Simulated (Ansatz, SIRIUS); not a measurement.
This is a calculation of PbSe (Clausthalite) for Ansatz 0.2.0. 

File input.yaml:

```yaml
crystal:
  lattice:
    - [0.0, 3.06065, 3.06065]
    - [3.06065, 0.0, 3.06065]
    - [3.06065, 3.06065, 0.0]
  atoms:
    - { symbol: Pb, position: [0.0, 0.0, 0.0] }
    - { symbol: Se, position: [0.5, 0.5, 0.5] }
kpoints:
  mp_grid: { grid: [6, 6, 6] }
scf:
  occupations: { method: fermi_dirac, width: 0.05 }
hamiltonian:
  xc: pbesol
  pseudopotentials: { kind: all_electron, datasets: crystal }
output:
  forces: true
  stress: true
  eigenvalues: true
  elf: true
  volumetric_format: npy
```

Potentials or basis: all-electron PAW datasets made for the crystal.

The run is started by

```bash
$ ansatz run input.yaml --threads 2 --pin off --max-ram 8192MiB --backend cpu --events-out ev --progress --plain --runs-dir out
```

Problem. Translate it to SIRIUS 7.10.0. Potentials or basis there: PseudoDojo 0.4.1 PBE standard (scalar relativistic), cutoff 1177 eV.

Solution. As run (cutoffs and basis follow the program's own potentials, and thresholds, step limits or extra output files can differ):

File sirius.json:

```json
{
  "control": {
    "processing_unit": "cpu",
    "verbosity": 2,
    "num_bands_to_print": 23,
    "print_forces": true,
    "print_stress": true
  },
  "parameters": {
    "electronic_structure_method": "pseudopotential",
    "xc_functionals": ["XC_GGA_X_PBE_SOL", "XC_GGA_C_PBE_SOL"],
    "gk_cutoff": 9.3,
    "pw_cutoff": 18.6,
    "ngridk": [6, 6, 6],
    "shiftk": [0, 0, 0],
    "smearing": "fermi_dirac",
    "smearing_width": 0.0018374661,
    "num_bands": 23,
    "num_mag_dims": 0,
    "num_dft_iter": 100,
    "energy_tol": 1e-08,
    "density_tol": 1e-06
  },
  "iterative_solver": {
    "type": "davidson",
    "min_tolerance": 1e-09,
    "tolerance_scale": [0.1, 0.25]
  },
  "mixer": {
    "type": "anderson",
    "beta": 0.7,
    "max_history": 8
  },
  "settings": {
    "tol_ne": 1e-10,
    "pseudo_grid_cutoff": 6.5
  },
  "unit_cell": {
    "lattice_vectors": [
      [0.0, 5.783790263336, 5.783790263336],
      [5.783790263336, 0.0, 5.783790263336],
      [5.783790263336, 5.783790263336, 0.0]
    ],
    "atom_coordinate_units": "lattice",
    "atom_types": ["Pb", "Se"],
    "atom_files": {
      "Se": "Se.json",
      "Pb": "Pb.json"
    },
    "atoms": {
      "Pb": [
        [0.0, 0.0, 0.0]
      ],
      "Se": [
        [0.5, 0.5, 0.5]
      ]
    }
  }
}
```

Potentials or basis: PseudoDojo 0.4.1 PBE standard (scalar relativistic).

Launch:

```console
$ upf_to_json Se.upf
$ upf_to_json Pb.upf
$ OMP_NUM_THREADS=1 sirius.scf --input=sirius.json --output=out.json --task=0
```

Both were run:

|  | Ansatz | SIRIUS |
| --- | --- | --- |
| Pressure | -0.6 GPa | -0.6 GPa |

Ansatz's pressure holds a Pulay term of +0.00 GPa for its cutoff of 240 eV, which the other run lacks.

The potentials hold 20 and 30 valence electrons a cell.

SIRIUS's potentials were made for PBE.

Where Ansatz's input types no cutoff or centring, it takes its own default and a Γ-centred mesh.

Pressure is positive in compression.
